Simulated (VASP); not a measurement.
# GaN (strained wurtzite): a r²SCAN single-point calculation in VASP

INCAR

```
ALGO = Normal
LASPH = .TRUE.
NSW = 0
IBRION = -1
LREAL = .FALSE.
NBANDS = 26
EDIFF = 1E-7
NELM = 120
PREC = Accurate
ENCUT = 520
LCHARG = .FALSE.
ISIF = 2
METAGGA = R2SCAN
ISMEAR = 0
SIGMA = 0.01
LWAVE = .FALSE.
```

KPOINTS

```
KPOINTS created by Atomic Simulation Environment
0
Gamma
12 12 6
0 0 0
```

KPOINTS_OPT

```
special points
6
Reciprocal
0.0000000000 0.0000000000 0.0000000000 1
0.5000000000 0.0000000000 0.0000000000 1
0.3333333333 0.3333333333 0.0000000000 1
0.0000000000 0.0000000000 0.5000000000 1
0.5000000000 0.0000000000 0.5000000000 1
0.3333333333 0.3333333333 0.5000000000 1
```

POSCAR

```
Ga N
 1.0000000000000000
     3.0558234010817764   -0.0000000000288674    0.0000000000000000
    -1.5279117005158882    2.6464206948302160    0.0000000000000000
     0.0000000000000000    0.0000000000000000    4.9762802200999996
 Ga  N
   2   2
Cartesian
  0.0000000000166667  1.7642804632105213 -0.0036375137309580
  1.5279117005492209  0.8821402315908270  2.4845025963190421
  0.0000000000166667  1.7642804632105213  1.8697425962684582
  1.5279117005492209  0.8821402315908270  4.3578827063184589
```

VASP ran with the recommended PBE PAW datasets (36 valence electrons in the cell).

Command

```
mpirun -np 1 vasp_std
```

OSZICAR

```
N       E                     dE             d eps       ncg     rms          rms(c)
DAV:   1     0.259585866597E+03    0.25959E+03   -0.18143E+04  4462   0.276E+03
DAV:   2    -0.188188628925E+02   -0.27840E+03   -0.26286E+03  4272   0.508E+02
DAV:   3    -0.523851707474E+02   -0.33566E+02   -0.33128E+02  4556   0.146E+02
DAV:   4    -0.534487092868E+02   -0.10635E+01   -0.10595E+01  4766   0.275E+01
DAV:   5    -0.534685590584E+02   -0.19850E-01   -0.19835E-01  4890   0.361E+00    0.109E+01
DAV:   6    -0.431050860991E+02    0.10363E+02   -0.73284E+00  6560   0.555E+01    0.332E+00
DAV:   7    -0.432929681055E+02   -0.18788E+00   -0.23357E+00  4290   0.109E+01    0.283E+00
DAV:   8    -0.433111263650E+02   -0.18158E-01   -0.71771E-02  5508   0.557E+00    0.112E+00
DAV:   9    -0.433122030077E+02   -0.10766E-02   -0.26575E-02  5266   0.195E+00    0.154E-01
DAV:  10    -0.433122517224E+02   -0.48715E-04   -0.24270E-03  6040   0.575E-01    0.626E-02
DAV:  11    -0.433123197106E+02   -0.67988E-04   -0.30339E-04  4350   0.163E-01    0.192E-02
DAV:  12    -0.433123302089E+02   -0.10498E-04   -0.36499E-05  4512   0.126E-01    0.609E-03
DAV:  13    -0.433123297353E+02    0.47357E-06   -0.56262E-06  5376   0.268E-02    0.449E-03
DAV:  14    -0.433123296302E+02    0.10514E-06   -0.80237E-07  4482   0.933E-03    0.616E-04
DAV:  15    -0.433123295683E+02    0.61926E-07   -0.91477E-08  2484   0.307E-03
   1 F= -.43312330E+02 E0= -.43312330E+02  d E =-.991740E-34
       N       E                     dE             ncg
DAV:   1     0.461811008815E+04   -0.57987E+04      360
DAV:   2     0.303881372725E+04   -0.15793E+04      336
DAV:   3     0.284709184229E+04   -0.19172E+03      374
DAV:   4     0.284213550092E+04   -0.49563E+01      352
DAV:   5     0.284204447120E+04   -0.91030E-01      374
DAV:   6     0.284204054151E+04   -0.39297E-02      416
DAV:   7     0.284204043284E+04   -0.10866E-03      422
DAV:   8     0.284204043105E+04   -0.17975E-05      414
DAV:   9     0.284204043093E+04   -0.11944E-06      278
DAV:  10     0.284204043092E+04   -0.29995E-08      214
```

From OUTCAR

```
k-points           NKPTS =     76   k-points in BZ     NKDIM =     76   number of bands    NBANDS=     26

   NELECT =      36.0000    total number of electrons

   dimension x,y,z NGX =    24 NGY =   24 NGZ =   40
   dimension x,y,z NGXF=    48 NGYF=   48 NGZF=   80

  energy-cutoff  :      520.00
  volume of cell :       40.24
      direct lattice vectors                 reciprocal lattice vectors
     3.055823401 -0.000000000  0.000000000     0.327244042  0.188934435  0.000000000
    -1.527911701  2.646420695  0.000000000     0.000000000  0.377868871  0.000000000
     0.000000000  0.000000000  4.976280220     0.000000000  0.000000000  0.200953314

 k-points in reciprocal lattice and weights: KPOINTS created by Atomic Simulation Env
   0.00000000  0.00000000  0.00000000       0.001
   0.08333333  0.00000000  0.00000000       0.007
   0.16666667  0.00000000  0.00000000       0.007
   0.25000000  0.00000000  0.00000000       0.007
   0.33333333  0.00000000  0.00000000       0.007
   0.41666667  0.00000000  0.00000000       0.007
   0.50000000  0.00000000  0.00000000       0.003
   0.08333333  0.08333333  0.00000000       0.007
   ...

 E-fermi :   6.6170

 k-point     1 :       0.0000    0.0000    0.0000
  band No.  band energies     occupation
      1     -11.4303      2.00000
      2     -10.0473      2.00000
      3      -7.4569      2.00000
      4      -7.4361      2.00000
      5      -7.4360      2.00000
      6      -7.3375      2.00000
      7      -7.3374      2.00000
      8      -7.0201      2.00000
      9      -7.0201      2.00000
     10      -6.8807      2.00000
     11      -6.8807      2.00000
     12      -5.7357      2.00000
     13      -1.5620      2.00000
     14       5.2977      2.00000
     15       5.2977      2.00000
     16       6.4776      2.00000
     17       6.5351      2.00000
     18       6.5351      2.00000
     19       9.7242      0.00000
     20      12.1990      0.00000
     21      17.2432      0.00000
     22      17.8681      0.00000
     23      17.8681      0.00000
     24      18.8538      0.00000
     25      19.9816      0.00000
     26      19.9816      0.00000

 k-point     2 :       0.0833    0.0000    0.0000
  band No.  band energies     occupation
      1     -11.3447      2.00000
      2     -10.0179      2.00000
      3      -7.4496      2.00000
      4      -7.4211      2.00000
      5      -7.4146      2.00000
      6      -7.3268      2.00000
      7      -7.3171      2.00000
      8      -7.0292      2.00000
      9      -7.0215      2.00000
     10      -6.9013      2.00000
     11      -6.8782      2.00000
     12      -5.6820      2.00000
     13      -1.4456      2.00000
     14       4.7428      2.00000
     15       5.1210      2.00000
     16       5.9620      2.00000
     17       6.3959      2.00000
     18       6.4616      2.00000
     19      10.2329      0.00000
     20      12.6574      0.00000
     21      16.9529      0.00000
     22      17.3367      0.00000
     23      18.0955      0.00000
     24      18.9987      0.00000
     25      19.5982      0.00000
     26      20.1729      0.00000

 k-point     3 :       0.1667    0.0000    0.0000
  band No.  band energies     occupation
      1     -11.1053      2.00000
      2      -9.9428      2.00000
      3      -7.4173      2.00000
      4      -7.3842      2.00000
      5      -7.3584      2.00000
      6      -7.2856      2.00000
      7      -7.2611      2.00000
      8      -7.0539      2.00000
      9      -7.0193      2.00000
     10      -6.9441      2.00000
     11      -6.8719      2.00000
     12      -5.5360      2.00000
     13      -1.1056      2.00000
     14       3.4430      2.00000
     15       4.6809      2.00000
     16       4.8036      2.00000
     17       6.1369      2.00000
     18       6.2466      2.00000
     19      11.1840      0.00000
     20      13.5407      0.00000
     21      15.9148      0.00000
     22      16.7859      0.00000
     23      18.5910      0.00000
     24      18.6046      0.00000
     25      19.6357      0.00000
     26      20.5845      0.00000

 k-point     4 :       0.2500    0.0000    0.0000
  band No.  band energies     occupation
      1     -10.7670      2.00000
      2      -9.8543      2.00000
      3      -7.3793      2.00000
      4      -7.3456      2.00000
      5      -7.2754      2.00000
      6      -7.1842      2.00000
      7      -7.1712      2.00000
      8      -7.0809      2.00000
      9      -7.0000      2.00000
     10      -6.9668      2.00000
     11      -6.8637      2.00000
     12      -5.3324      2.00000
     13      -0.5834      2.00000
     14       1.9567      2.00000
     15       3.5133      2.00000
     16       4.1476      2.00000
     17       5.6782      2.00000
     18       5.9410      2.00000
     19      12.0517      0.00000
     20      13.8376      0.00000
     21      14.9737      0.00000
     22      16.4720      0.00000
     23      18.3855      0.00000
     24      18.8027      0.00000
     25      19.4272      0.00000
     26      21.1523      0.00000

 k-point     5 :       0.3333    0.0000    0.0000
  band No.  band energies     occupation
      1     -10.4215      2.00000
      2      -9.7851      2.00000
      3      -7.3622      2.00000
      4      -7.3232      2.00000
      5      -7.2142      2.00000
      6      -7.1089      2.00000
      7      -7.0923      2.00000
      8      -7.0560      2.00000
      9      -6.9587      2.00000
     10      -6.8540      2.00000
     11      -6.7774      2.00000
     12      -5.1478      2.00000
     13      -0.1085      2.00000
     14       0.8181      2.00000
     15       2.2911      2.00000
     16       3.6659      2.00000
     17       5.0250      2.00000
     18       5.6357      2.00000
     19      12.5121      0.00000
     20      13.6142      0.00000
     21      14.1181      0.00000
     22      16.5849      0.00000
     23      18.5722      0.00000
     24      18.5877      0.00000
     25      19.6097      0.00000
     26      21.8986      0.00000

 k-point     6 :       0.4167    0.0000    0.0000
  band No.  band energies     occupation
      1     -10.1687      2.00000
      2      -9.7513      2.00000
      3      -7.3643      2.00000
      4      -7.3164      2.00000
      5      -7.1778      2.00000
      6      -7.1014      2.00000
      7      -7.0571      2.00000
      8      -7.0293      2.00000
      9      -6.9144      2.00000
     10      -6.8441      2.00000
     11      -6.2772      2.00000
     12      -5.1631      2.00000
     13      -0.4894      2.00000
     14       0.8418      2.00000
     15       1.5160      2.00000
     16       3.3365      2.00000
     17       4.2972      2.00000
     18       5.4153      2.00000
     19      12.5160      0.00000
     20      13.3657      0.00000
     21      13.7035      0.00000
     22      16.8285      0.00000
     23      18.3382      0.00000
     24      18.5866      0.00000
     25      20.3009      0.00000
     26      22.0626      0.00000

 k-point     7 :       0.5000    0.0000    0.0000
  band No.  band energies     occupation
      1     -10.0758      2.00000
      2      -9.7449      2.00000
      3      -7.3679      2.00000
      4      -7.3156      2.00000
      5      -7.1633      2.00000
      6      -7.1084      2.00000
      7      -7.0395      2.00000
      8      -7.0176      2.00000
      9      -6.8954      2.00000
     10      -6.8396      2.00000
     11      -5.8414      2.00000
     12      -5.3970      2.00000
     13      -0.7037      2.00000
     14       0.6510      2.00000
     15       1.6340      2.00000
     16       3.2200      2.00000
     17       3.9035      2.00000
     18       5.3355      2.00000
     19      12.4774      0.00000
     20      13.1481      0.00000
     21      13.6936      0.00000
     22      16.9828      0.00000
     23      18.2416      0.00000
     24      18.5819      0.00000
     25      20.5543      0.00000
     26      22.1135      0.00000

 k-point     8 :       0.0833    0.0833    0.0000
  band No.  band energies     occupation
      1     -11.1821      2.00000
      2      -9.9658      2.00000
      3      -7.4270      2.00000
      4      -7.3968      2.00000
      5      -7.3762      2.00000
      6      -7.3068      2.00000
      7      -7.2738      2.00000
      8      -7.0440      2.00000
      9      -7.0233      2.00000
     10      -6.9326      2.00000
     11      -6.8738      2.00000
     12      -5.5822      2.00000
     13      -1.2172      2.00000
     14       3.9235      2.00000
     15       4.5781      2.00000
     16       5.3194      2.00000
     17       6.2277      2.00000
     18       6.2511      2.00000
     19      10.9392      0.00000
     20      13.3673      0.00000
     21      16.4861      0.00000
     22      16.5089      0.00000
     23      18.6290      0.00000
     24      19.0355      0.00000
     25      19.0521      0.00000
     26      20.4610      0.00000

 ...

  Total        8.2437281      8.2437281      8.3070655     -0.0000000     -0.0000000      0.0000000
  in kB      328.2027947    328.2027947    330.7244124     -0.0000000     -0.0000000      0.0000000
  external PRESSURE =     329.0433339 kB  Pullay stress =       0.0000000 kB

 POSITION                                       TOTAL-FORCE (eV/Angst)
 -----------------------------------------------------------------------------------
      0.00000      1.76428      4.97264        -0.000000      0.000000      0.003990
      1.52791      0.88214      2.48450         0.000000     -0.000000      0.003990
      0.00000      1.76428      1.86974        -0.000000     -0.000000     -0.003990
      1.52791      0.88214      4.35788        -0.000000     -0.000000     -0.003990
 -----------------------------------------------------------------------------------
    total drift:                                0.000002      0.000003      0.007914

  FREE ENERGIE OF THE ION-ELECTRON SYSTEM (eV)
  ---------------------------------------------------
  free  energy   TOTEN  =       -43.3123295683 eV

  energy  without entropy=      -43.3123295683  energy(sigma->0) =      -43.31232957
```

| Property | Result |
| --- | --- |
| gap between bands v and c | 3.19 eV |
| least direct gap | 3.19 eV |
| pressure | 32.9 GPa |

Band v is the last that the valence electrons fill when counted band by band, and c is the next.

The run took about 3.5 min on one core of a shared host (Intel Xeon Platinum 8488C) and held 0.25 GiB at most.
